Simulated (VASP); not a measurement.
Wanted: the native input for a VASP 6.6.1 run.

| Property | Result |
| --- | --- |
| Task | band structure |
| Functional | HSE03 |
| Potentials or basis | VASP PAW PBE potentials, release 64 (Mn_pv, O) |
| Cutoff | 520 eV |
| k mesh | 5 × 5 × 5 |
| Occupations | fermi-dirac, width 0.05 eV |
| Spin | collinear spin, ferromagnetic start |
| Starting moments | [4.0, 0.0] μB |
| Grid for exact exchange (PRECFOCK) | Fast |
| Further INCAR settings | ALGO = Normal; EDIFF = 1e-06 |

Crystal: MnO.

```
CELL_PARAMETERS angstrom
0.00000 2.22200 2.22200
2.22200 0.00000 2.22200
2.22200 2.22200 0.00000
ATOMIC_POSITIONS crystal
Mn 0.00000 0.00000 0.00000
O 0.50000 0.50000 0.50000
```

One way to write it, as run:

POSCAR

```
MnO
1.0
    0.0000000000      2.2220003300      2.2220003300
    2.2220003300      0.0000000000      2.2220003300
    2.2220003300      2.2220003300      0.0000000000
Mn O
1 1
Direct
    0.0000000000      0.0000000000      0.0000000000
    0.5000000000      0.5000000000      0.5000000000
```

INCAR.step1

```
  PREC = Accurate
  ENCUT = 520
  EDIFF = 1E-5
  ISMEAR = -1
  SIGMA = 0.05
  LREAL = F
  LASPH = T
  NELM = 150
  ALGO = Normal
  ISIF = 2
  LWAVE = T
  LCHARG = F
  ISPIN = 2
  MAGMOM = 4 0
  LORBIT = 11
  LMAXMIX = 4
  GGA = PE
```

INCAR.step2

```
  PREC = Accurate
  ENCUT = 520
  EDIFF = 1E-6
  ISMEAR = -1
  SIGMA = 0.05
  LREAL = F
  LASPH = T
  NELM = 150
  ALGO = Normal
  ISIF = 2
  LWAVE = F
  LCHARG = F
  ISPIN = 2
  MAGMOM = 4 0
  LORBIT = 11
  LMAXMIX = 4
  GGA = PE
  LHFCALC = T
  HFSCREEN = 0.3
  PRECFOCK = Fast
  ISTART = 1
```

KPOINTS

```
regular mesh
0
Gamma
  5 5 5
```

KPOINTS_OPT

```
path GXWKGLUWLK,UX
8
line-mode
reciprocal
 0.0000000000  0.0000000000  0.0000000000  G
 0.5000000000  0.0000000000  0.5000000000  X

 0.5000000000  0.0000000000  0.5000000000  X
 0.5000000000  0.2500000000  0.7500000000  W

 0.5000000000  0.2500000000  0.7500000000  W
 0.3750000000  0.3750000000  0.7500000000  K

 0.3750000000  0.3750000000  0.7500000000  K
 0.0000000000  0.0000000000  0.0000000000  G

 0.0000000000  0.0000000000  0.0000000000  G
 0.5000000000  0.5000000000  0.5000000000  L

 0.5000000000  0.5000000000  0.5000000000  L
 0.6250000000  0.2500000000  0.6250000000  U

 0.6250000000  0.2500000000  0.6250000000  U
 0.5000000000  0.2500000000  0.7500000000  W

 0.5000000000  0.2500000000  0.7500000000  W
 0.5000000000  0.5000000000  0.5000000000  L

 0.5000000000  0.5000000000  0.5000000000  L
 0.3750000000  0.3750000000  0.7500000000  K

 0.6250000000  0.2500000000  0.6250000000  U
 0.5000000000  0.0000000000  0.5000000000  X
```

Potentials or basis: VASP PAW PBE potentials, release 64 (Mn_pv, O).

Run with:

```bash
$ cat potpaw_PBE.64/Mn_pv/POTCAR potpaw_PBE.64/O/POTCAR > POTCAR
$ cp INCAR.step1 INCAR
$ mpirun -np 1 vasp_std > vasp.out
$ cp INCAR.step2 INCAR
$ mpirun -np 1 vasp_std > vasp.out
```

Results of the run:

```
Pressure                                              : 2.0 GPa
Band gap on the k mesh                                : 1.22 eV, indirect (least direct gap 3.85 eV)
Band gap along the path                               : 1.02 eV, indirect (least direct gap 3.85 eV)
Net moment                                            : 5.00 μB per cell
Site moments                                          : Mn +4.58; O +0.20 μB
Valence electrons inside the program's atomic spheres : Mn 11.33; O 5.04
```

Caveat: the k mesh is coarse (spacing up to 0.49 Å⁻¹), so the values aren't converged, least of all with exact exchange; the PAW data sets were made with another functional, which shifts forces and pressure a little; the mesh misses the band edges, which the band path finds closer together; a cell with one magnetic atom can't hold antiferromagnetic order, which such compounds often take.

It took 42 min on 1 thread of Intel(R) Xeon(R) Platinum 8259CL CPU @ 2.50GHz (Skylake/Cascade Lake) (shared host), peak memory 0.27 GiB.
